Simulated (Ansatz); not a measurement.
Consider the ligand exchange at the Al–S bond: `CCC[S][AlH2]` + `O[SiH2]S` → `[AlH2][O][SiH2]S` + `CCCS`.

Computed with Ansatz on PBE0-D4/def2-TZVP structures; ΔE is electronic, products minus reactants. CCSD(T)/CBS is the MP2 limit (def2-TZVPP, def2-QZVPP) plus CCSD(T) − MP2 in def2-TZVPP, frozen cores. DFT in def2-TZVPP. Each species was taken in one conformer, which may not be the lowest.

`CCC[S][AlH2]`:

Cartesian coordinates in Å:
```
C -1.205 -1.257 1.251
C -0.043 -0.339 0.905
C -0.458 0.764 -0.049
S 0.884 1.960 -0.389
Al 1.879 1.032 -2.078
H -1.614 -1.732 0.355
H -0.891 -2.049 1.933
H -2.015 -0.704 1.734
H 0.371 0.109 1.813
H 0.768 -0.917 0.450
H -1.273 1.354 0.378
H -0.819 0.344 -0.990
H 3.163 1.744 -2.663
H 1.255 -0.308 -2.650
```

`O[SiH2]S`:

Cartesian coordinates in Å:
```
O 0.073 -1.262 -0.812
Si 0.096 0.331 -0.416
S 0.043 0.684 1.687
H 0.714 -1.831 -0.381
H 1.351 1.005 -0.834
H -1.087 0.899 -1.095
H -1.190 0.174 1.851
```

`[AlH2][O][SiH2]S`:

Z-matrix (Å, degrees):
```
Si
O 1 1.620
S 1 2.138 2 113.0
H 1 1.483 2 108.9 3 -121.8
H 1 1.482 2 110.4 3 115.9
Al 2 1.691 1 155.5 3 15.3
H 3 1.344 1 94.6 2 -72.5
H 6 1.577 2 117.1 1 -155.8
H 6 1.579 2 118.4 1 25.8
```

`CCCS`:

Z-matrix (Å, degrees):
```
C
C 1 1.517
H 1 1.094 2 111.2
H 1 1.092 2 111.2 3 -120.5
H 1 1.092 2 111.1 3 119.9
C 2 1.519 1 113.9 3 56.5
H 2 1.097 1 109.5 3 -64.0
H 2 1.094 1 109.9 3 179.1
S 6 1.814 2 115.3 1 66.1
H 6 1.092 2 110.3 1 -176.7
H 6 1.093 2 111.2 1 -58.3
H 9 1.342 6 97.6 2 -72.0
```

```json
{"level": "PBE-D4", "ΔE (eV)": "-0.35"}
{"level": "PBE0-D4", "ΔE (eV)": "-0.39"}
{"level": "ωB97M-V", "ΔE (eV)": "-0.49"}
{"level": "MP2/def2-TZVPP", "ΔE (eV)": "-0.50"}
{"level": "SCS-MP2/def2-TZVPP", "ΔE (eV)": "-0.55"}
{"level": "CCSD/def2-TZVPP", "ΔE (eV)": "-0.55"}
{"level": "HF/def2-QZVPP", "ΔE (eV)": "-0.66"}
{"level": "HF/CBS(def2)", "ΔE (eV)": "-0.66"}
```

What does CCSD(T)/CBS give? (An estimate is asked.)

Computed: -0.48 eV. The listed levels differ from it by 0.13, 0.09, -0.01, -0.02, -0.07, -0.07, -0.18, -0.18 eV.

Largest T1 diagnostic among the species: 0.012.

From PBE to PBE0 (25 % exact exchange), in def2-TZVPP and without D4, ΔE moves by −0.04 eV. In def2-TZVPP, CCSD(T) changes the Hartree–Fock value by +0.12 eV (the triples alone add +0.03 eV) and MP2 by +0.13 eV.

CCSD(T)/CBS has its own doubt, a few kJ/mol and more with outer-core shells, so smaller differences from it don't rank the levels.
